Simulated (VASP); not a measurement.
Here is a VASP 6.6.1 calculation.

File INCAR:

```
PREC     = Accurate       # precision mode
ENCUT    = 520            # plane-wave cutoff, eV
EDIFF    = 1E-6           # SCF threshold, eV
ISMEAR   = 0              # smearing method
SIGMA    = 0.05           # smearing width, eV
LREAL    = F              # projectors in reciprocal space
LASPH    = T              # aspherical terms in the spheres
NELM     = 100            # most SCF steps
ALGO     = Normal         # electronic algorithm
ISIF     = 2              # what is computed and relaxed
LWAVE    = F              # write WAVECAR
LCHARG   = T              # write CHGCAR
GGA      = PE             # functional
IVDW     = 12             # dispersion correction
LELF     = T              # ELF
LVHAR    = T            
NBANDS   = 20             # bands
```

The input KPOINTS:

```
regular mesh
0
Gamma
  12 12 2
```

File POSCAR:

```
WS2
1.0
    3.2271315881      0.0000000000      0.0000000000
   -1.6135657940      2.7947779366      0.0000000000
    0.0000000000      0.0000000000     16.4954941870
W S
1 2
Direct
    0.3333333333      0.6666666667      0.0000000000
    0.6666666667      0.3333333333      0.9079994900
    0.6666666667      0.3333333333      0.0920005100
```

Potentials or basis: VASP PAW PBE potentials, release 64 (W_sv, S).

Command:

```console
$ cat potpaw_PBE.64/W_sv/POTCAR potpaw_PBE.64/S/POTCAR > POTCAR
$ mpirun -np 1 vasp_std > vasp.out
```

(1) What does it give for the largest force?

(2) What does it give for the dispersion energy per atom?

(3) Predict the band gap on the k mesh.

Answers

(1) 0.718 eV/Å.

(2) -0.301 eV.

(3) 1.25 eV, indirect (least direct gap 1.56 eV).

Caveat: spin-orbit coupling is left out, which moves the levels of the heavy elements.
